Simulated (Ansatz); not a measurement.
## LiH

The computed numbers are results of r²SCAN, scalar-relativistic (no spin polarisation) in the plane-wave PAW code Ansatz at 500 eV, Γ-centred 10×10×10 mesh. The datasets are Ansatz's generated set soft_2.

```xyz
2
Lattice="0.0000 2.0020 2.0020 2.0020 0.0000 2.0020 2.0020 2.0020 0.0000" Properties=species:S:1:pos:R:3 pbc="T T T"
Li    0.0000    0.0000    0.0000
H     2.0020    2.0020    2.0020
```

The chain of runs began from a cell as deposited in COD, expanded in volume.

What is the high-frequency dielectric tensor ε∞ (density-functional perturbation theory, local fields included)?

3.89 (isotropic)

What is the static dielectric tensor, the lattice's part included?

13.39 (isotropic)

Give the Born effective charges (a third of the trace, site by site).

Li 1.00; H -1.00 e.

Where do the optical modes lie for q → 0 along (0.00, 0.00, 1.00), with the long-range field?

606 (×2), 1124 cm⁻¹.

Sketch the imaginary part of the dielectric function for independent particles (no excitons, no local fields), averaged over directions.

On a grid of 0.25 eV up to 12 eV it peaks at 8.00 eV with ε2 = 6.3; the gap on the mesh is 3.63 eV, and the smallest direct one, where absorption can begin, 3.63 eV.
```tsv
ħω (eV)	ε2
0.00	0.00
0.50	0.00
1.00	0.00
1.50	0.00
2.00	0.00
2.50	0.00
3.00	0.00
3.50	0.03
4.00	2.91
4.50	3.46
5.00	3.56
5.50	3.56
6.00	3.69
6.50	4.24
7.00	4.91
7.50	5.67
8.00	6.33
8.50	4.14
9.00	3.54
9.50	2.59
10.00	1.96
10.50	1.51
11.00	1.19
11.50	0.95
12.00	0.97
```

An ε∞ of 3.89 means a refractive index of √ε∞ = 1.97 below the gap, far above the lattice modes.

With one infrared-active mode the Lyddane–Sachs–Teller relation ties the modes to the static constant, ε0 = 13.39, which is built from the same mode and Born charges: ω_LO = ω_TO √(ε0/ε∞) = 606.2 × √(13.39/3.89) = 1124 cm⁻¹, and the run has a mode at 1124 cm⁻¹.

The mean Born charge of Li is 1.00 against a formal +1. The two nearly agree, as for rigid ions.

Semilocal functionals make the gap too small and so ε∞ somewhat too large.
